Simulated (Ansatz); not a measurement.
Molecular dynamics on a 2×2×3 supercell (24 atoms) of MgO (CsCl type), relaxed with r2SCAN. Forces come from PBE in Ansatz: Langevin thermostat and barostat (NPT), 300 K, steps of 2 fs. Computed, non-magnetic; the trajectory is short and the cell small, so nothing here is a converged average. The structure comes from a prototype and may be hypothetical.

```yaml
crystal:
  lattice:
    - [5.246698257, 0.0, 0.0]
    - [0.0, 5.246698257, 0.0]
    - [0.0, 0.0, 7.8700473855]
  atoms:
    - { symbol: Mg, position: [0.0, 0.0, 0.0] }
    - { symbol: O, position: [0.25, 0.25, 0.1666666667] }
    - { symbol: Mg, position: [0.0, 0.0, 0.3333333333] }
    - { symbol: O, position: [0.25, 0.25, 0.5] }
    - { symbol: Mg, position: [0.0, 0.0, 0.6666666667] }
    - { symbol: O, position: [0.25, 0.25, 0.8333333333] }
    - { symbol: Mg, position: [0.0, 0.5, 0.0] }
    - { symbol: O, position: [0.25, 0.75, 0.1666666667] }
    - { symbol: Mg, position: [0.0, 0.5, 0.3333333333] }
    - { symbol: O, position: [0.25, 0.75, 0.5] }
    - { symbol: Mg, position: [0.0, 0.5, 0.6666666667] }
    - { symbol: O, position: [0.25, 0.75, 0.8333333333] }
    - { symbol: Mg, position: [0.5, 0.0, 0.0] }
    - { symbol: O, position: [0.75, 0.25, 0.1666666667] }
    - { symbol: Mg, position: [0.5, 0.0, 0.3333333333] }
    - { symbol: O, position: [0.75, 0.25, 0.5] }
    - { symbol: Mg, position: [0.5, 0.0, 0.6666666667] }
    - { symbol: O, position: [0.75, 0.25, 0.8333333333] }
    - { symbol: Mg, position: [0.5, 0.5, 0.0] }
    - { symbol: O, position: [0.75, 0.75, 0.1666666667] }
    - { symbol: Mg, position: [0.5, 0.5, 0.3333333333] }
    - { symbol: O, position: [0.75, 0.75, 0.5] }
    - { symbol: Mg, position: [0.5, 0.5, 0.6666666667] }
    - { symbol: O, position: [0.75, 0.75, 0.8333333333] }
kpoints:
  mp_grid: { grid: [4, 4, 2] }
hamiltonian:
  xc: pbe
scf:
  occupations: { method: fermi_dirac, width: 0.026 }
md:
  ensemble: npt_langevin
  temperature: 300
  timestep: 2.0
  n_steps: 30
  initial_velocities: maxwell_boltzmann
  seed: 825
```

Command: `ansatz run input.yaml --threads 4 --pin off --max-ram 3686MiB --backend cpu --events-out ev --progress --plain --runs-dir out`. It ended after 7.6 min on 4 threads of Arm Neoverse N1 (shared host); peak host memory 1.3 GiB.

```csv
step,t (fs),T (K),free energy F from step 0 (meV/atom),kinetic energy (meV/atom),pressure (GPa),volume (Å³/atom),largest force (eV/Å)
0,0,288,0.0,37.2,6.67,9.03,0.00
1,2,267,0.6,34.5,6.64,9.03,0.25
2,4,286,2.2,37.0,6.64,9.04,0.48
3,6,272,4.8,35.1,6.58,9.05,0.71
4,8,246,8.0,31.9,6.48,9.06,0.92
5,10,210,11.2,27.1,6.32,9.08,1.11
6,12,187,13.5,24.2,6.10,9.10,1.23
7,14,181,14.8,23.3,5.84,9.13,1.34
8,16,191,14.6,24.7,5.56,9.15,1.38
9,18,206,12.7,26.6,5.23,9.19,1.37
10,20,219,9.8,28.3,4.86,9.22,1.32
11,22,236,5.7,30.5,4.45,9.25,1.26
12,24,270,0.6,34.9,3.99,9.29,1.20
13,26,299,-4.8,38.6,3.51,9.34,1.16
14,28,351,-10.3,45.4,3.06,9.38,1.21
15,30,379,-15.4,48.9,2.59,9.43,1.26
16,32,436,-20.0,56.4,2.23,9.47,1.28
17,34,428,-24.2,55.3,1.83,9.52,1.28
18,36,468,-28.3,60.5,1.54,9.57,1.26
19,38,474,-32.5,61.3,1.27,9.62,1.29
20,40,489,-36.6,63.2,1.10,9.66,1.37
21,42,507,-41.0,65.5,0.99,9.71,1.40
22,44,563,-46.3,72.8,0.98,9.75,1.52
23,46,599,-52.3,77.4,0.99,9.80,1.58
24,48,624,-58.6,80.6,0.99,9.84,1.59
25,50,656,-65.0,84.8,1.01,9.89,1.53
26,52,673,-70.9,87.0,1.02,9.94,1.44
```

The temperature starts at 288 K, is lowest at step 7 (181 K, 14 fs) and ends at 673 K. The atoms start on their lattice sites with kinetic energy alone, so much of it first passes into potential energy. The job's limit cut the run after 26 of 30 steps.

Positions (Å) and forces (eV/Å) at step 26:
```
cell (Å): 5.418 0.000 0.000; 0.000 5.418 0.000; 0.000 0.000 8.128
Mg  -0.001  -0.038  -0.027     0.565  -0.289  -0.394
O    1.525   1.079   1.169    -0.403   0.054  -0.711
Mg   0.077  -0.095   2.629    -0.414  -0.269   0.440
O    1.397   0.967   3.817    -0.609   0.073   0.428
Mg  -0.050   0.008   5.365     0.528  -0.048   0.215
O    1.163   1.669   6.539     0.353   0.477   0.679
Mg  -0.257   2.662  -0.057    -0.203   0.375  -0.241
O    0.955   3.804   1.534     0.040  -0.446  -0.901
Mg  -0.076   2.620   2.684    -0.204  -0.283   0.895
O    1.653   3.750   4.231     0.249  -0.724   0.273
Mg   0.013   2.675   5.350    -0.581   1.206  -0.518
O    1.537   4.455   6.857     0.446  -0.061   0.550
Mg   2.737  -0.011   0.004     0.464  -0.336  -0.840
O    4.168   1.605   1.412     0.075   0.379  -0.277
Mg   2.744   0.142   2.658     0.583   0.206  -0.068
O    4.099   1.466   4.058    -0.247  -0.030   0.508
Mg   2.708  -0.115   5.367    -0.170  -0.534  -0.213
O    3.982   1.416   6.798    -1.297  -0.178   0.473
Mg   2.445   2.594   0.049    -0.268   0.541   0.199
O    3.689   4.383   1.381     0.000  -0.708   0.389
Mg   2.664   2.801   2.758     0.169   0.363   0.365
O    4.359   4.123   4.167     0.376   0.480  -0.886
Mg   2.698   2.593   5.548     0.445   0.214  -0.538
O    4.307   4.157   6.825     0.105  -0.461   0.172
```
